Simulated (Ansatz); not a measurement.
Cell and atoms are relaxed with the symmetry kept. Start:

```yaml
crystal:
  lattice:
    - [2.91000, 0.00000, 0.00000]
    - [0.00000, 2.91000, 0.00000]
    - [0.00000, 0.00000, 2.91000]
  atoms:
    - { symbol: Al, position: [0.00000, 0.00000, 0.00000] }
    - { symbol: Fe, position: [0.50000, 0.50000, 0.50000] }
```

Theory: Ansatz 0.2.0, DFT PBE, scalar-relativistic, plane waves, PAW.

Plane waves to 420 eV, a k mesh through Γ of 14×14×14 on the computed 2-atom cell and Gaussian smearing (0.10 eV); collinear spin from starting moments 0 0.85 μB.

What does it relax to?

The volume falls by 0.45 Å³/atom to 11.87 Å³/atom, and the energy falls by 8.7 meV/atom. The cell ends with a moment of 0.67 μB (only this magnetic start was tried). Final structure:
```
CELL_PARAMETERS angstrom
2.87433 0.00000 0.00000
0.00000 2.87433 0.00000
0.00000 0.00000 2.87433
ATOMIC_POSITIONS crystal
Al 0.00000 0.00000 0.00000
Fe 0.50000 0.50000 0.50000
```

Only parallel moments were tried here.